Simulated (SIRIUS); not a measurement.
CuI (Marshite) in SIRIUS: the effect of Hubbard term

CuI (Marshite):

```xyz
2
Lattice="0.0000 3.0315 3.0315 3.0315 0.0000 3.0315 3.0315 3.0315 0.0000" Properties=species:S:1:pos:R:3 pbc="T T T"
I     0.0000    0.0000    0.0000
Cu    4.5473    4.5473    4.5473
```

Alike in all runs:

```yaml
Program: SIRIUS 7.12.0
Task: single point
Functional: LDA
Potentials_or_basis: PseudoDojo 0.4.1 PBE standard (scalar relativistic)
Cutoff: 1254 eV
Density_cutoff: 5016 eV
k_mesh: 8 × 8 × 8
Occupations: fermi-dirac, width 0.05 eV
Spin: no spin polarisation
Libxc_names: "[\"XC_LDA_X\", \"XC_LDA_C_PW\"]"
Energy_tol: 1e-08 Ha
Density_tol: 1e-06
Mixer: anderson
Mixing_beta: 0.7
Max_scf: 100
Radial_cutoff_for_the_potentials'_integrals: 6.5 bohr
```

```tsv
Hubbard term	gap on the mesh (eV)	pressure (GPa)
none	0.85	-4.6
Cu d U = 2 eV	?	?
Cu d U = 4 eV	1.53	-3.9
Cu d U = 6 eV	1.77	-3.6
Cu d U = 8 eV	1.94	-3.3
```

**Question.** What does the run with Hubbard term Cu d U = 2 eV give?

**Answer.** gap on the mesh 1.23 eV; pressure -4.2 GPa.

Worked out: A parabola through the other rows of the gap on the mesh, of slope 0.17 eV per eV there, gives 1.22 eV, against the run's 1.23. A straight line through the other rows of the pressure, of slope 0.163 GPa per eV, gives -4.3 GPa, against the run's -4.2.

Caveats: the potentials were made for another functional, which shifts forces and pressure; spin-orbit coupling is left out, which moves the levels of the heavy elements.

A k mesh can miss the band edges.
